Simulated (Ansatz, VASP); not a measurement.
**One calculation of BAs, two programs**

```
As B
1.0
     0.00000    2.38850    2.38850
     2.38850    0.00000    2.38850
     2.38850    2.38850    0.00000
As B
1 1
Cartesian
  3.5827 3.5827 3.5827
  0.0000 0.0000 0.0000
```

Alike in both runs: task relaxation of cell and atoms; functional BLYP; dispersion D4; k mesh 10 × 10 × 10; occupations fermi-dirac, width 0.05 eV; no spin polarisation.

|  | VASP | Ansatz |
| --- | --- | --- |
| version | VASP 6.6.1 | Ansatz 0.2.0 |
| potentials or method | VASP PAW PBE potentials, release 64 (As, B) | Ansatz PAW |
| plane-wave cutoff (eV) | 600 | 420 |
| valence electrons in the cell | 8 | 18 |

```csv
,VASP,Ansatz,Ansatz less VASP
"gap on the k mesh at the Fermi level, each at its own relaxed structure (eV)",1.40,1.40,-0.001
relaxed volume (Å³/atom),13.60,13.51,-0.090
relaxed cell length with the largest relative difference (Å),3.376,3.368,-0.0075
```

The two sets of potentials don't hold the same shells in valence.

Caveats: the PAW data sets were made with another functional, which shifts forces and pressure a little (VASP); the plane-wave basis is chosen anew once the cell has moved, so the energies of steps on either side of that aren't comparable (Ansatz); the PAW data sets come from PBE, with cores solved anew for the run's functional, which leaves a small shift of forces and pressure (Ansatz). A hybrid or GW would open this gap; BLYP tends to underestimate it. A k mesh can miss the band edges.
